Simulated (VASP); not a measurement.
# GaP: from the relaxed cell to its vibrations

What lattice, stiffness and vibrations does GaP have at one level of theory? The starting structure is a measured crystal structure from the Crystallography Open Database. All runs use LDA.

Calculated with VASP 6.6.1; Kohn-Sham DFT with plane waves and PAW; LDA.

## 1. The starting structure

The structure is cubic, space group F-43m (No. 216). The conventional cell has a = 5.451 Å, b = 5.451 Å, c = 5.451 Å, α = 90.00°, β = 90.00°, γ = 90.00°. Ga has 4 P at 2.36 Å nearest. Nearest to P lie 4 Ga at 2.36 Å. Farther neighbours are not listed.

## 2. Relaxation

This run starts from the cell of an earlier relaxation, which isn't shown; the restart sets up the plane waves anew.

Contents of INCAR:

```
SYSTEM = GaP
PREC = Accurate
ENCUT = 500
EDIFF = 1E-07
NELM = 100
ISMEAR = 0
SIGMA = 0.03
LREAL = .FALSE.
ALGO = Normal
GGA = CA
NBANDS = 15
LORBIT = 11
LWAVE = .FALSE.
LCHARG = .FALSE.
KPAR = 4
IBRION = 2
NSW = 50
ISIF = 3
EDIFFG = -0.002
```

Contents of POSCAR:

```
GaP
1.0
    0.0000000000      2.6967765101      2.6967765101
    2.6967765101      0.0000000000      2.6967765101
    2.6967765101      2.6967765101      0.0000000000
Ga P
1 1
Direct
    0.0000000000      0.0000000000      0.0000000000
    0.7500000000      0.7500000000      0.7500000000
```

Contents of KPOINTS:

```
Automatic mesh
0
Gamma
8 8 8
0 0 0
```

The projector-augmented-wave data sets are Ga_d and P (LDA family, release 64).

Started as:

```sh
$ mpirun -np 4 vasp_std
```

The program printed:

```text
[banner, memory and clock lines left out]
running    4 mpi-ranks, on    1 nodes
 distrk:  each k-point on    1 cores,    4 groups
 distr:  one band on    1 cores,    1 groups

 POSCAR found type information on POSCAR GaP
 POSCAR found :  2 types and       2 ions
 LDA part: xc-table for (Slater(with rela. corr.)+CA(PZ))
 , standard interpolation
 POSCAR, INCAR and KPOINTS ok, starting setup
 FFT: planning ... GRIDC
 FFT: planning ... GRID_SOFT
 FFT: planning ... GRID
 WAVECAR not read
 entering main loop
       N       E                     dE             d eps       ncg     rms          rms(c)
DAV:   1     0.801401007056E+02    0.80140E+02   -0.89432E+03   886   0.172E+03
DAV:   2    -0.460823480367E+01   -0.84748E+02   -0.80292E+02   975   0.312E+02
DAV:   3    -0.106867822995E+02   -0.60785E+01   -0.60556E+01  1080   0.683E+01
DAV:   4    -0.107826947010E+02   -0.95912E-01   -0.95891E-01  1078   0.918E+00
DAV:   5    -0.107844884750E+02   -0.17938E-02   -0.17937E-02  1158   0.108E+00    0.448E+00
DAV:   6    -0.105059792178E+02    0.27851E+00   -0.38780E-01  1347   0.113E+01    0.289E+00
DAV:   7    -0.104553753862E+02    0.50604E-01   -0.93903E-02  1163   0.225E+00    0.107E+00
DAV:   8    -0.104507213666E+02    0.46540E-02   -0.12267E-02  1074   0.129E+00    0.209E-01
DAV:   9    -0.104506849490E+02    0.36418E-04   -0.10486E-03  1286   0.426E-01    0.640E-02
DAV:  10    -0.104506824396E+02    0.25093E-05   -0.52738E-05  1336   0.892E-02    0.254E-02
DAV:  11    -0.104506885607E+02   -0.61211E-05   -0.88055E-06  1122   0.449E-02    0.749E-03
DAV:  12    -0.104506883549E+02    0.20576E-06   -0.51934E-07  1003   0.806E-03    0.503E-03
DAV:  13    -0.104506883299E+02    0.25011E-07   -0.21214E-07  1001   0.479E-03
   1 F= -.10450688E+02 E0= -.10450688E+02  d E =-.104507E+02
 curvature:   0.00 expect dE= 0.000E+00 dE for cont linesearch  0.000E+00
 trial: gam= 0.00000 g(F)=  0.160E-45 g(S)=  0.393E-07 ort = 0.000E+00 (trialstep = 0.100E+01)
 search vector abs. value=  0.394E-07
 reached required accuracy - stopping structural energy minimisation
```

Elapsed: 7.2 s, on 4 MPI ranks of Intel Xeon Platinum 8259CL at 2.50GHz (Skylake/Cascade Lake), shared host; peak memory 0.55 GiB.

Lines that name or quote the potential files are left out of all logs, and their timing lines are given in words.

From OUTCAR (step 2):

```text
ion  position               nearest neighbor table
   1  0.000  0.000  0.000-   2 2.34   2 2.34   2 2.34   2 2.34
   2  0.750  0.750  0.750-   1 2.34   1 2.34   1 2.34   1 2.34

  LATTYP: Found a face centered cubic cell.
 ALAT       =     5.3935530202

 Subroutine GETGRP returns: Found 24 space group operations
 (whereof 24 operations were pure point group operations)

The static configuration has the point symmetry T_d .

 Found     29 irreducible k-points:

   k-points           NKPTS =     29   k-points in BZ     NKDIM =     29   number of bands    NBANDS=     15

   dimension x,y,z NGX =    28 NGY =   28 NGZ =   28
   dimension x,y,z NGXF=    56 NGYF=   56 NGZF=   56

   ENCUT  =  500.0 eV  36.75 Ry    6.06 a.u.   6.95  6.95  6.95*2*pi/ulx,y,z

   NELECT =      18.0000    total number of electrons

 k-points in reciprocal lattice and weights: Automatic mesh
   0.00000000  0.00000000  0.00000000       0.002
   0.12500000  0.00000000  0.00000000       0.016
   0.25000000  0.00000000  0.00000000       0.016
   0.37500000  0.00000000  0.00000000       0.016
   0.50000000  0.00000000  0.00000000       0.008
   0.12500000  0.12500000  0.00000000       0.012
   0.25000000  0.12500000  0.00000000       0.047
   0.37500000  0.12500000  0.00000000       0.047
   0.50000000  0.12500000  0.00000000       0.047
[...]
-0.37500000  0.50000000  0.12500000       0.023
  -0.25000000  0.50000000  0.25000000       0.012

 average (electrostatic) potential at core
       1 -66.2740       2 -84.3198

 E-fermi :   4.9628

 k-point     1 :       0.0000    0.0000    0.0000
  band No.  band energies     occupation
    ...
      5      -9.8204      2.00000
      6      -7.9154      2.00000
      7       4.8355      2.00000
      8       4.8355      2.00000
      9       4.8355      2.00000
     10       6.7346      0.00000
     11       8.6191      0.00000
     12       8.6191      0.00000
     13       8.6191      0.00000
     14      13.4703      0.00000
    ...

 k-point     2 :       0.1250    0.0000    0.0000
  band No.  band energies     occupation
    ...
      5      -9.8205      2.00000
      6      -7.7047      2.00000
      7       3.1593      2.00000
      8       4.5895      2.00000
      9       4.5895      2.00000
     10       7.3050      0.00000
     11       8.9868      0.00000
     12       8.9868      0.00000
     13       9.2576      0.00000
     14      13.9958      0.00000
    ...

 k-point     3 :       0.2500    0.0000    0.0000
  band No.  band energies     occupation
    ...
      5      -9.8191      2.00000
      6      -7.1053      2.00000
      7       0.8348      2.00000
      8       4.1333      2.00000
      9       4.1333      2.00000
     10       6.9485      0.00000
     11       9.5067      0.00000
     12       9.5067      0.00000
     13      11.1890      0.00000
     14      13.7965      0.00000
    ...

  Total        0.0007367      0.0007367      0.0007367      0.0000000      0.0000000     -0.0000000
  in kB        0.0300906      0.0300906      0.0300906      0.0000000      0.0000000     -0.0000000
  external PRESSURE =       0.0300906 kB  Pullay stress =       0.0000000 kB

  energy-cutoff  :      500.00
  volume of cell :       39.23
      direct lattice vectors                 reciprocal lattice vectors
     0.000000000  2.696776510  2.696776510    -0.185406539  0.185406539  0.185406539
     2.696776510  0.000000000  2.696776510     0.185406539 -0.185406539  0.185406539
     2.696776510  2.696776510  0.000000000     0.185406539  0.185406539 -0.185406539

 POSITION                                       TOTAL-FORCE (eV/Angst)
 -----------------------------------------------------------------------------------
      0.00000      0.00000      0.00000         0.000000      0.000000      0.000000
      4.04516      4.04516      4.04516        -0.000000     -0.000000     -0.000000
 -----------------------------------------------------------------------------------
    total drift:                               -0.000000     -0.000000     -0.000000

  FREE ENERGIE OF THE ION-ELECTRON SYSTEM (eV)
  ---------------------------------------------------
  free  energy   TOTEN  =       -10.4506883299 eV

  energy  without entropy=      -10.4506883299  energy(sigma->0) =      -10.45068833

 reached required accuracy - stopping structural energy minimisation

 total charge
# of ion       s       p       d       tot
------------------------------------------
    1        0.877   0.894  10.017  11.789
    2        1.022   1.534   0.000   2.556
--------------------------------------------------
tot          1.900   2.428  10.017  14.345

[... 3 further parts left out ...]
```

The run keeps the 24 symmetry operations of its start, so it cannot find a distortion of lower symmetry.

The relaxed cell holds 19.613 Å³ an atom, with a = 5.394 Å (-1.0 % against the database cell). Pressures at 0.985 and 1.015 times this volume, from two more relaxations that aren't shown, give a bulk modulus of 90.0 GPa.

## 3. Elastic constants

Contents of INCAR:

```
SYSTEM = GaP
PREC = Accurate
ENCUT = 700
EDIFF = 1E-08
NELM = 100
ISMEAR = 0
SIGMA = 0.03
LREAL = .FALSE.
ALGO = Normal
GGA = CA
NBANDS = 15
LORBIT = 11
LWAVE = .FALSE.
LCHARG = .FALSE.
KPAR = 4
IBRION = 6
NFREE = 2
POTIM = 0.015
ISIF = 3
NSW = 1
```

POSCAR is that of step 2.

KPOINTS is that of step 2.

Started as:

```sh
$ mpirun -np 4 vasp_std
```

The program printed:

```text
[... set-up lines as in an earlier step ...]
 entering main loop
       N       E                     dE             d eps       ncg     rms          rms(c)
DAV:   1     0.876359885500E+02    0.87636E+02   -0.10559E+04   910   0.206E+03
DAV:   2    -0.354168193858E+01   -0.91178E+02   -0.87558E+02   933   0.351E+02
DAV:   3    -0.106527745172E+02   -0.71111E+01   -0.70749E+01  1115   0.752E+01
DAV:   4    -0.107824611783E+02   -0.12969E+00   -0.12962E+00  1015   0.107E+01
[...]
DAV:  12    -0.104509164637E+02    0.20027E-06   -0.51572E-07  1162   0.832E-03    0.502E-03
DAV:  13    -0.104509164390E+02    0.24709E-07   -0.19192E-07  1122   0.454E-03    0.870E-04
DAV:  14    -0.104509164385E+02    0.45566E-09   -0.83532E-09   736   0.110E-03
   1 F= -.10450916E+02 E0= -.10450916E+02  d E =-.171608E-11
[... from here on, the cycles between the ionic steps are left out ...]
   2 F= -.10447038E+02 E0= -.10447038E+02  d E =-.745366E-11
   3 F= -.10446952E+02 E0= -.10446952E+02  d E =-.295042E-12
   4 F= -.10447038E+02 E0= -.10447038E+02  d E =-.743100E-11
   5 F= -.10446952E+02 E0= -.10446952E+02  d E =-.295248E-12
   6 F= -.10447038E+02 E0= -.10447038E+02  d E =-.743330E-11
   7 F= -.10446952E+02 E0= -.10446952E+02  d E =-.295299E-12
   8 F= -.10448267E+02 E0= -.10448267E+02  d E =-.152368E-15
   9 F= -.10448267E+02 E0= -.10448267E+02  d E =-.149635E-15
  10 F= -.10448267E+02 E0= -.10448267E+02  d E =-.150193E-15
  11 F= -.10448267E+02 E0= -.10448267E+02  d E =-.149702E-15
  12 F= -.10448267E+02 E0= -.10448267E+02  d E =-.150226E-15
  13 F= -.10448267E+02 E0= -.10448267E+02  d E =-.149738E-15
  14 F= -.10449742E+02 E0= -.10449742E+02  d E =-.207858E-19
  15 F= -.10449742E+02 E0= -.10449742E+02  d E =-.208401E-19
  16 F= -.10449739E+02 E0= -.10449739E+02  d E =-.208070E-19
  17 F= -.10449739E+02 E0= -.10449739E+02  d E =-.208085E-19
 Finite differences progress:
  Degree of freedom:   8/  8
  Displacement:        2/  2
  Total:              16/ 16
```

Elapsed: 4.5 min, on 4 MPI ranks; peak memory 1.4 GiB; 18 min of CPU time.

From OUTCAR (step 3):

```text
  Total        0.0003250      0.0030027      0.0030027      0.0000000     -0.1207330      0.0000000
  in kB        0.0132761      0.1226489      0.1226489      0.0000000     -4.9314158      0.0000000
  external PRESSURE =       0.0861913 kB  Pullay stress =       0.0000000 kB

 POSITION                                       TOTAL-FORCE (eV/Angst)
 -----------------------------------------------------------------------------------
      0.00000      0.00000      0.00000        -0.157020     -0.000000     -0.000000
      4.03016      4.04516      4.04516         0.157020      0.000000      0.000000
 -----------------------------------------------------------------------------------
    total drift:                               -0.000026      0.000000      0.000000

  FREE ENERGIE OF THE ION-ELECTRON SYSTEM (eV)
  ---------------------------------------------------
  free  energy   TOTEN  =       -10.4497388490 eV

  energy  without entropy=      -10.4497388490  energy(sigma->0) =      -10.44973885

[... 1 part as in an earlier step ...]

[... 2 further parts left out ...]
[key lines of the parts left out:]
E-fermi :   5.0590
```

The last energy, forces and stress in OUTCAR belong to the last displaced cell, not to that of POSCAR.

The elastic tensor has C11 = 142.2, C12 = 63.8, C44 = 71.0 GPa; its Hill averages are a bulk modulus of 89.9 and a shear modulus of 56.0 GPa.

## 4. Modes of the relaxed cell

Contents of INCAR:

```
SYSTEM = GaP
PREC = Accurate
ENCUT = 500
EDIFF = 1E-08
NELM = 100
ISMEAR = 0
SIGMA = 0.03
LREAL = .FALSE.
ALGO = Normal
GGA = CA
NBANDS = 15
LORBIT = 11
LWAVE = .FALSE.
LCHARG = .FALSE.
KPAR = 4
IBRION = 8
LEPSILON = .TRUE.
LPEAD = .TRUE.
ISIF = 2
```

POSCAR is that of step 3.

Contents of KPOINTS:

```
Automatic mesh
0
Gamma
14 14 14
0 0 0
```

Started as:

```sh
$ mpirun -np 4 vasp_std
```

The program printed:

```text
[... set-up lines as in an earlier step ...]
 entering main loop
       N       E                     dE             d eps       ncg     rms          rms(c)
DAV:   1     0.805592496264E+02    0.80559E+02   -0.89997E+03  3207   0.169E+03
DAV:   2    -0.443916599829E+01   -0.84998E+02   -0.81230E+02  3526   0.320E+02
DAV:   3    -0.106818825065E+02   -0.62427E+01   -0.62197E+01  3974   0.697E+01
DAV:   4    -0.107840643762E+02   -0.10218E+00   -0.10216E+00  3779   0.961E+00
[...]
DAV:  12    -0.104535017116E+02    0.19678E-06   -0.49810E-07  3962   0.768E-03    0.505E-03
DAV:  13    -0.104535016871E+02    0.24487E-07   -0.20286E-07  4158   0.460E-03    0.926E-04
DAV:  14    -0.104535016862E+02    0.83583E-09   -0.93323E-09  2713   0.118E-03
   1 F= -.10453502E+02 E0= -.10453502E+02  d E =-.641303E-25
 Linear response reoptimize wavefunctions to high precision
DAV:   1    -0.104535016863E+02   -0.10277E-09   -0.18012E-09  3299   0.407E-04
DAV:   2    -0.104535016863E+02    0.11823E-10   -0.23580E-10  2085   0.146E-04
 Linear response to external field (no local field effect), progress :
[...]
RMM:  15    -0.165262938083E+00   -0.66584E-08   -0.98664E-08 22834   0.193E-05    0.155E-07
 first order change of Fermi-energy   0.38522E-04
 force on displaced ion       1 direction 1 : -10.478  -0.000  -0.000
 Born effective charge ion    1 direction 1 :   2.062   0.000   0.000
 Linear response progress:
  Degree of freedom:   2/  2
       N       E                     dE             d eps       ncg     rms          rms(c)
RMM:   1    -0.507084616881E-01   -0.50708E-01    0.64392E-03 29669   0.182E+00
RMM:   2    -0.473531873956E-01    0.33553E-02   -0.60936E-03 23393   0.540E-01    0.122E-01
RMM:   3    -0.473931647050E-01   -0.39977E-04   -0.55388E-04 25854   0.175E-01    0.594E-02
RMM:   4    -0.476560424552E-01   -0.26288E-03   -0.10469E-04 25227   0.651E-02    0.114E-02
[...]
RMM:  12    -0.476485804395E-01   -0.55074E-07    0.26978E-09 24950   0.206E-05    0.145E-06
RMM:  13    -0.476485936976E-01   -0.13258E-07    0.19493E-09 20177   0.116E-05    0.416E-07
RMM:  14    -0.476484989528E-01    0.94745E-07    0.89289E-10 14710   0.757E-06    0.532E-08
 first order change of Fermi-energy   0.57002E-04
 force on displaced ion       2 direction 1 : -10.464  -0.000  -0.000
 Born effective charge ion    2 direction 1 :  -2.063   0.000   0.000
 Born effective charges drift removed
 Linear response finished
```

It took 7.7 min on 4 MPI ranks; peak memory 3.1 GiB.

From OUTCAR (step 4):

```text
  Total       -0.0002805     -0.0002805     -0.0002805      0.0000000      0.0000000      0.0000000
  in kB       -0.0114574     -0.0114574     -0.0114574      0.0000000      0.0000000      0.0000000
  external PRESSURE =      -0.0114574 kB  Pullay stress =       0.0000000 kB

 POSITION                                       TOTAL-FORCE (eV/Angst)
 -----------------------------------------------------------------------------------
      0.00000      0.00000      0.00000        -0.000000     -0.000000     -0.000000
      4.04516      4.04516      4.04516         0.000000      0.000000      0.000000
 -----------------------------------------------------------------------------------
    total drift:                               -0.000000     -0.000000     -0.000000

 MACROSCOPIC STATIC DIELECTRIC TENSOR (including local field effects in DFT)
 ------------------------------------------------------
          10.562222     0.000000    -0.000000
          -0.000000    10.562222    -0.000000
           0.000000     0.000000    10.562222
 ------------------------------------------------------

 MACROSCOPIC STATIC DIELECTRIC TENSOR IONIC CONTRIBUTION
 ------------------------------------------------------
           1.878216    -0.000000    -0.000000
          -0.000000     1.878216     0.000000
          -0.000000     0.000000     1.878216
 ------------------------------------------------------

[... 1 part as in an earlier step ...]

[... 1 further part left out ...]
```

The zone-centre modes at 19.613 Å³ an atom are T2 364.3 cm⁻¹.

## 5. Modes at 0.97 of that volume

Shape and positions were first relaxed at this volume, in a run that isn't shown.

INCAR is that of step 4.

Contents of POSCAR:

```
GaP
1.0
    0.0000000000      2.6695344808      2.6695344808
    2.6695344808      0.0000000000      2.6695344808
    2.6695344808      2.6695344808      0.0000000000
Ga P
1 1
Direct
    0.0000000000      0.0000000000      0.0000000000
    0.7500000000      0.7500000000      0.7500000000
```

KPOINTS is that of step 4.

Started as:

```sh
$ mpirun -np 4 vasp_std
```

The program printed:

```text
[... set-up lines as in an earlier step ...]
 entering main loop
       N       E                     dE             d eps       ncg     rms          rms(c)
DAV:   1     0.789528493642E+02    0.78953E+02   -0.89535E+03  3200   0.171E+03
DAV:   2    -0.465945658212E+01   -0.83612E+02   -0.79483E+02  3463   0.313E+02
DAV:   3    -0.106867189970E+02   -0.60273E+01   -0.60025E+01  3883   0.680E+01
DAV:   4    -0.107885725433E+02   -0.10185E+00   -0.10182E+00  3969   0.950E+00
[...]
DAV:  12    -0.104428509788E+02    0.21875E-06   -0.53627E-07  4144   0.838E-03    0.527E-03
DAV:  13    -0.104428509556E+02    0.23148E-07   -0.19424E-07  4128   0.462E-03    0.901E-04
DAV:  14    -0.104428509548E+02    0.85993E-09   -0.95904E-09  2692   0.122E-03
   1 F= -.10442851E+02 E0= -.10442851E+02  d E =-.333978E-19
 Linear response reoptimize wavefunctions to high precision
DAV:   1    -0.104428509549E+02   -0.12960E-09   -0.18826E-09  3326   0.449E-04
DAV:   2    -0.104428509549E+02   -0.24102E-10   -0.24123E-10  2141   0.146E-04
 Linear response to external field (no local field effect), progress :
[...]
RMM:  16    -0.165322886518E+00    0.49277E-07   -0.57783E-08 18686   0.146E-05    0.887E-08
 first order change of Fermi-energy   0.36901E-04
 force on displaced ion       1 direction 1 : -11.240   0.000   0.000
 Born effective charge ion    1 direction 1 :   2.013   0.000   0.000
 Linear response progress:
  Degree of freedom:   2/  2
       N       E                     dE             d eps       ncg     rms          rms(c)
RMM:   1    -0.505044644444E-01   -0.50504E-01    0.86508E-03 29822   0.188E+00
RMM:   2    -0.473745641038E-01    0.31299E-02   -0.60391E-03 23332   0.558E-01    0.125E-01
RMM:   3    -0.474473467320E-01   -0.72783E-04   -0.57190E-04 25741   0.182E-01    0.609E-02
RMM:   4    -0.477288015137E-01   -0.28145E-03   -0.10491E-04 25232   0.678E-02    0.118E-02
[...]
RMM:  12    -0.477215598251E-01   -0.12365E-07   -0.24592E-09 24702   0.198E-05    0.139E-06
RMM:  13    -0.477215366496E-01    0.23175E-07   -0.10641E-09 19136   0.110E-05    0.290E-07
RMM:  14    -0.477215300399E-01    0.66097E-08   -0.10360E-09 15040   0.738E-06    0.410E-08
 first order change of Fermi-energy   0.64177E-04
 force on displaced ion       2 direction 1 : -11.263   0.000   0.000
 Born effective charge ion    2 direction 1 :  -2.014   0.000   0.000
 Born effective charges drift removed
 Linear response finished
```

Run time: 8.5 min. Hardware: 4 MPI ranks; peak memory 3 GiB.

(Part 1 of 2 ends here.)

[Lines on the potential files, build, host, timing and source positions are cut from VASP's logs without a mark.]

[Logs are printed without paths, hosts, clocks, repeated set-up lines and the standing remarks that a program may print on its own settings, such as how far it seeks lower states.]

[Hosts, paths, dates, database ids (printed as entryN), source tags and the programs' standing remarks are cut or masked in the printed files.]
